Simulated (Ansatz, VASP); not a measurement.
**Pb: VASP beside Ansatz**

```
Pb
1.0
     0.00000    2.51759    2.51759
     2.51759    0.00000    2.51759
     2.51759    2.51759    0.00000
Pb
1
Direct
  0.00000 0.00000 0.00000
```

Alike in both runs: task single point; functional PBE; k mesh 5 × 5 × 5; occupations fermi-dirac, width 0.1 eV; no spin polarisation.

|  | VASP | Ansatz |
| --- | --- | --- |
| version | VASP 6.6.1 | Ansatz 0.2.0 |
| potentials or method | VASP PAW PBE potentials, release 64 (Pb_d) | plane waves (420 eV) with PAW, scalar-relativistic |
| plane-wave cutoff (eV) | 520 | 420 |
| valence electrons in the cell | 14 | 14 |

|  | VASP | Ansatz | Ansatz less VASP |
| --- | --- | --- | --- |
| pressure (GPa) | -0.4 | -0.4 | +0.05 |

With one functional, cell and mesh, what is left measures potentials, basis and numerics.

Caveats: the k mesh is coarse (spacing up to 0.43 Å⁻¹), so the values aren't converged. Spin-orbit coupling is left out, which matters for the levels of Pb.
